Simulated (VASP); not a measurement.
# KCl (P1) in VASP: single point with r2SCAN

Aim: the single point of KCl with r2SCAN.

Program: VASP 6.6.1. These are calculated values, not measurements. Logs are shortened: lines on timing, memory, paths and dates and some standing lists are left out, and cuts for length are marked.

## 1. The structure

The typed cell holds 4 atoms: a = 4.656 Å, b = 4.653 Å, c = 6.582 Å, α = 89.92°, β = 89.73°, γ = 89.80°.

The cell was built by a generator and needn't be a form met in nature.

## 2. Single point, r2SCAN

Input file POSCAR:

```
KCl
1.0
   -3.2864941700      0.0109240100      3.2977448600
    3.2844753000      0.0031971300      3.2957259900
   -0.0077268800      6.5818347200      0.0141211300
K Cl
2 2
Direct
    0.9932160000      0.0284720000      0.9957790000
    0.4752530000      0.4416900000      0.5071400000
    0.0519950000      0.0443550000      0.4965930000
    0.4569820000      0.5441850000      0.9898430000
```

Input file INCAR.step1:

```
SYSTEM = KCl
ALGO = Normal ; EDIFF = 1E-4
ENCUT = 520 ; GGA = PE
ISMEAR = -5 ; LASPH = .TRUE.
LCHARG = .FALSE. ; LREAL = .FALSE.
LWAVE = .TRUE. ; NELM = 100
PREC = Accurate ; SIGMA = 0.1
```

Input file INCAR.step2:

```
SYSTEM = KCl
ALGO = Normal ; EDIFF = 1E-6
ENCUT = 520 ; ISIF = 2
ISMEAR = -1 ; ISTART = 1
LASPH = .TRUE. ; LCHARG = .FALSE.
LMIXTAU = .TRUE. ; LORBIT = 10
LREAL = .FALSE. ; LWAVE = .FALSE.
METAGGA = R2SCAN ; NELM = 100
PREC = Accurate ; SIGMA = 0.1
```

Input file KPOINTS:

```
Automatic mesh
0
Gamma
  4 4 3
  0.5 0 0
```

Potentials or basis: VASP PAW PBE potentials, release 64 (K_sv, Cl).

On the command line:

```console
> cat potpaw_PBE.64/K_sv/POTCAR potpaw_PBE.64/Cl/POTCAR > POTCAR
> cp INCAR.step1 INCAR
> mpirun -np 1 vasp_std > vasp.out
> cp INCAR.step2 INCAR
> mpirun -np 1 vasp_std > vasp.out
```

OUTCAR:

```text
SYSTEM = KCl
   EDIFF = 1E-6
   ENCUT = 520
   ISIF = 2
   ISMEAR = -1
   ISTART = 1
   LASPH = .TRUE.
   LORBIT = 10
   LREAL = .FALSE.
   METAGGA = R2SCAN
   NELM = 100
   PREC = Accurate

 ion  position               nearest neighbor table
   1  0.993  0.028  0.996-   4 3.12   4 3.23
   2  0.475  0.442  0.507-   3 2.71   4 3.21
   3  0.052  0.044  0.497-   2 2.71
   4  0.457  0.544  0.990-   1 3.12   2 3.21   1 3.23

  LATTYP: Found a triclinic cell.
 ALAT       =     6.5934862806
 B/A-ratio  =     0.7061180507
 C/A-ratio  =     1.7275841893
 COS(alpha) =     0.0000813951
 COS(beta)  =     0.5760102640
 COS(gamma) =     0.7085315590

  Lattice vectors:

 A1 = (  -0.0020188700,   0.0141211400,   6.5934708500)
 A2 = (  -3.2864941700,   0.0109240100,   3.2977448600)
 A3 = (   6.5766774800,  -6.5754404600,   6.5773308500)

Analysis of symmetry for initial positions (statically):
=====================================================================
 Subroutine PRICEL returns:
 Original cell was already a primitive cell.

 Routine SETGRP: Setting up the symmetry group for a
 triclinic supercell.

 Subroutine GETGRP returns: Found  1 space group operations
 (whereof  1 operations were pure point group operations)
 out of a pool of  2 trial point group operations.

The static configuration has the point symmetry C_1 .

Analysis of symmetry for dynamics (positions and initial velocities):
=====================================================================
 Subroutine PRICEL returns:
 Original cell was already a primitive cell.

 Routine SETGRP: Setting up the symmetry group for a
 triclinic supercell.

 Subroutine GETGRP returns: Found  1 space group operations
 (whereof  1 operations were pure point group operations)
 out of a pool of  2 trial point group operations.

The dynamic configuration has the point symmetry C_1 .

 Subroutine INISYM returns: Found  1 space group operations
 (whereof  1 operations are pure point group operations),
 and found     1 'primitive' translations

----------------------------------------------------------------------------------------

                                     Primitive cell

  volume of cell :     142.5798

  direct lattice vectors                    reciprocal lattice vectors
    -3.286494170  0.010924010  3.297744860    -0.152138554 -0.000503902  0.151619684
     3.284475300  0.003197130  3.295725990     0.152230985 -0.000146779  0.151712115
    -0.007726880  6.581834720  0.014121130     0.000178561  0.151934228 -0.000325341

  length of vectors
     4.655779680  4.652912853  6.581854404     0.214790414  0.214920590  0.151934681

  position of ions in fractional coordinates (direct lattice)
     0.993216000  0.028472000  0.995779000
     0.475253000  0.441690000  0.507140000
     0.051995000  0.044355000  0.496593000
     0.456982000  0.544185000  0.989843000

  ion indices of the primitive-cell ions
   primitive index   ion index
                 1           1
                 2           2
                 3           3
                 4           4

----------------------------------------------------------------------------------------

 KPOINTS: Automatic mesh

Automatic generation of k-mesh.
 Grid dimensions read from file:
 generate k-points for:    4    4    3

 Generating k-lattice:

  Cartesian coordinates                     Fractional coordinates (reciprocal lattice)
    -0.038034638 -0.000125975  0.037904921     0.250000000  0.000000000  0.000000000
     0.038057746 -0.000036695  0.037928029    -0.000000000  0.250000000 -0.000000000
     0.000059520  0.050644743 -0.000108447     0.000000000  0.000000000  0.333333333

  Length of vectors
     0.053697604  0.053730148  0.050644894

  Shift w.r.t. Gamma in fractional coordinates (k-lattice)
     0.500000000  0.000000000  0.000000000

 Subroutine IBZKPT returns following result:
 ===========================================

 Found     24 irreducible k-points:

 Following reciprocal coordinates:
            Coordinates               Weight
  0.125000 -0.000000  0.000000      2.000000
  0.375000  0.000000  0.000000      2.000000
  0.125000  0.250000  0.000000      2.000000
  0.375000  0.250000  0.000000      2.000000
 -0.375000  0.250000 -0.000000      2.000000
 -0.125000  0.250000  0.000000      2.000000
[... 16 lines left out ...]
 -0.375000 -0.250000  0.333333      2.000000
 -0.125000 -0.250000  0.333333      2.000000
   k-points           NKPTS =     24   k-points in BZ     NKDIM =     24   number of bands    NBANDS=     20
   number of dos      NEDOS =    301   number of ions     NIONS =      4
   total plane-waves  NPLWV =  64800
   dimension x,y,z NGX =    36 NGY =   36 NGZ =   50
   dimension x,y,z NGXF=    72 NGYF=   72 NGZF=  100
   ions per type =               2   2
   NGX,Y,Z   is equivalent  to a cutoff of  12.85, 12.86, 12.63 a.u.
   NGXF,Y,Z  is equivalent  to a cutoff of  25.71, 25.73, 25.26 a.u.
 SYSTEM =  KCl
   PREC   = accura    normal or accurate (medium, high low for compatibility)
   ISTART =      1    job   : 0-new  1-cont  2-samecut
   ICHARG =      0    charge: 1-file 2-atom 10-const
   ISPIN  =      1    spin polarized calculation?
   LNONCOLLINEAR =      F non collinear calculations
   LSORBIT =      F    spin-orbit coupling
   LASPH  =      T    aspherical Exc in radial PAW
   ENCUT  =  520.0 eV  38.22 Ry    6.18 a.u.   8.66  8.65 12.24*2*pi/ulx,y,z
   NELM   =    100;   NELMIN=  2; NELMDL=  0     # of ELM steps
   EDIFF  = 0.1E-05   stopping-criterion for ELM
   LREAL  =      F    real-space projection
   EDIFFG = 0.1E-04   stopping-criterion for IOM
   NSW    =      0    number of steps for IOM
   IBRION =     -1    ionic relax: 0-MD 1-quasi-New 2-CG
   NFREE  =      0    steps in history (QN), initial steepest desc. (CG)
   ISIF   =      2    stress and relaxation
   ISYM   =      2    0-nonsym 1-usesym 2-fastsym
   POTIM  = 0.5000    time-step for ionic-motion
   TEBEG  =    0.0;   TEEND  =   0.0 temperature during run
   PSTRESS=    0.0 pullay stress
   NELECT =      32.0000    total number of electrons
   NUPDOWN=      -1.0000    fix difference up-down
   EMIN   =  10.00;   EMAX   =-10.00  energy-range for DOS
   EFERMI =   0.00;   METHOD = LEGACY
   ISMEAR =    -1;   SIGMA  =   0.10  broadening in eV -4-tet -1-fermi 0-gaus
   EFERMI_NEDOS =   21; number of points for ismear=-14 and -15
   IALGO  =     38    algorithm
   IMIX   =      4    mixing-type and parameters
     AMIX     =   0.40;   BMIX     =  1.00
     AMIX_MAG =   1.60;   BMIX_MAG =  1.00
  volume/ion in A,a.u.               =      35.64       240.54
  Fermi-wavevector in a.u.,A,eV,Ry     =   0.994883  1.880057 13.466952  0.989793
  Thomas-Fermi vector in A             =   2.126865
   LORBIT       =     10    0 simple, 1 ext, 2 COOP (PROOUT), +10 PAW based schemes
   METAGGA = R2SCAN    functional components
   LHFCALC =     F    Hartree Fock is set to
   AEXX    =    0.0000 exact exchange contribution
   IVDW    =     0    specifies the selected vdW correction
   LEPSILON=     F    determine dielectric tensor
   LRPA    =     F    only Hartree local field effects (RPA)
 non-spin polarized calculation
  energy-cutoff  :      520.00
  volume of cell :      142.58
 maximum number of plane-waves:      3860
   NGX = 17   NGY = 17   NGZ = 25

 number of electron      32.0000001 magnetization

 Free energy of the ion-electron system (eV)
  ---------------------------------------------------
  ext. energy  EPLUGINS =         0.00000000
  ---------------------------------------------------
  free energy    TOTEN  =       -32.64539651 eV

  energy without entropy =      -32.64539651  energy(sigma->0) =      -32.64539651

 E-fermi :  -0.3558     XC(G=0):  -7.3274

 val. band max:       -2.7665302813   @ k =   0.1250  -0.0000   0.0000
 cond. band min:       2.8557377169   @ k =   0.1250  -0.0000   0.0000
 fundamental gap:      5.6222679983
 Fermi energy:        -0.3558255605

 k-point     1 :       0.1250   -0.0000    0.0000
  band No.  band energies     occupation
      1     -31.3836      2.00000
      2     -31.2156      2.00000
      3     -15.4568      2.00000
      4     -15.2482      2.00000
      5     -14.1277      2.00000
      6     -14.0861      2.00000
[... 12 lines left out ...]
     19       5.9322      0.00000
     20       6.0014      0.00000

 k-point     2 :       0.3750    0.0000    0.0000
  band No.  band energies     occupation
      1     -31.3823      2.00000
      2     -31.2142      2.00000
      3     -15.5264      2.00000
      4     -15.3234      2.00000
      5     -14.1163      2.00000
      6     -14.0786      2.00000
[... 12 lines left out ...]
     19       5.3897      0.00000
     20       6.3325      0.00000

 k-point     3 :       0.1250    0.2500    0.0000
  band No.  band energies     occupation
      1     -31.3827      2.00000
      2     -31.2147      2.00000
      3     -15.4870      2.00000
      4     -15.2857      2.00000
      5     -14.1217      2.00000
      6     -14.0975      2.00000
[... 12 lines left out ...]
     19       5.5613      0.00000
     20       6.2560      0.00000

 k-point     4 :       0.3750    0.2500    0.0000
  band No.  band energies     occupation
      1     -31.3815      2.00000
      2     -31.2133      2.00000
      3     -15.5064      2.00000
      4     -15.2764      2.00000
      5     -14.1138      2.00000
      6     -14.1109      2.00000
[... 429 lines left out ...]
 k-point    23 :      -0.3750   -0.2500    0.3333
  band No.  band energies     occupation
      1     -31.3815      2.00000
      2     -31.2132      2.00000
      3     -15.5372      2.00000
      4     -15.3102      2.00000
      5     -14.1109      2.00000
      6     -14.0832      2.00000
[... 12 lines left out ...]
     19       5.5280      0.00000
     20       6.0255      0.00000

 k-point    24 :      -0.1250   -0.2500    0.3333
  band No.  band energies     occupation
      1     -31.3826      2.00000
      2     -31.2147      2.00000
      3     -15.5183      2.00000
      4     -15.3206      2.00000
      5     -14.0983      2.00000
      6     -14.0845      2.00000
[... 12 lines left out ...]
     19       5.4797      0.00000
     20       5.8512      0.00000

------------------------ aborting loop because EDIFF is reached ----------------------------------------

  FORCE on cell =-STRESS in cart. coord.  units (eV):
  Direction    XX          YY          ZZ          XY          YZ          ZX
  --------------------------------------------------------------------------------------
  -------------------------------------------------------------------------------------
  Total       -1.5017482     -1.5646475      1.1145502      0.0186337      0.0500592     -0.0913900
  in kB      -16.8752349    -17.5820382     12.5242679      0.2093875      0.5625183     -1.0269547
  external PRESSURE =      -7.3110018 kB  Pullay stress =       0.0000000 kB

 VOLUME and BASIS-vectors are now :
 -----------------------------------------------------------------------------
  energy-cutoff  :      520.00
  volume of cell :      142.58
      direct lattice vectors                 reciprocal lattice vectors
    -3.286494170  0.010924010  3.297744860    -0.152138554 -0.000503902  0.151619684
     3.284475300  0.003197130  3.295725990     0.152230985 -0.000146779  0.151712115
    -0.007726880  6.581834720  0.014121130     0.000178561  0.151934228 -0.000325341

 POSITION                                       TOTAL-FORCE (eV/Angst)
 -----------------------------------------------------------------------------------
     -3.17838      6.56499      3.38327         0.066552      0.018288     -0.046490
     -0.11511      3.34452      3.03011         0.085072     -0.055019      1.090629
     -0.02904      3.26920      0.32466         0.054511     -0.018892     -1.078948
      0.27785      6.52171      3.31447        -0.206136      0.055623      0.034809
 -----------------------------------------------------------------------------------
    total drift:                               -0.002341      0.001007      0.000539

  FREE ENERGIE OF THE ION-ELECTRON SYSTEM (eV)
  ---------------------------------------------------
  free  energy   TOTEN  =       -32.6453965086 eV

  energy  without entropy=      -32.6453965085  energy(sigma->0) =      -32.64539651

 total charge

# of ion       s       p       d       tot
------------------------------------------
    1        1.955   5.676   0.016   7.647
    2        1.959   5.683   0.026   7.668
    3        1.596   3.597   0.000   5.193
    4        1.594   3.580   0.000   5.174
--------------------------------------------------
tot          7.104  18.535   0.043  25.682
```

Run time: 2.6 min. Hardware: 1 thread of AMD EPYC 9R14 (Zen 4), shared host; peak memory 0.25 GiB.

What came out:

```
Free energy                                           : -32.6454 eV
Pressure                                              : -0.7 GPa
Largest force                                         : 1.095 eV/Å
Band gap on the k mesh                                : 5.62 eV, direct
Valence electrons inside the program's atomic spheres : K 7.65, 7.67; Cl 5.19, 5.17
```

Forces in eV/Å, atoms in the order of the input:
```
K    0.067  0.018 -0.046
K    0.085 -0.055  1.091
Cl   0.055 -0.019 -1.079
Cl  -0.206  0.056  0.035
```

Levels at points of the mesh, in eV from the valence-band top:
| k point | band 12 | band 13 | band 14 | band 15 | band 16 | band 17 | band 18 | band 19 | band 20 |
| --- | --- | --- | --- | --- | --- | --- | --- | --- | --- |
| (0.12, 0.00, 0.00) | -0.29 | -0.19 | -0.11 | -0.02 | 0.00 | 5.62 | 7.49 | 8.70 | 8.77 |

Caveat: the PAW data sets were made with another functional, which shifts forces and pressure a little.
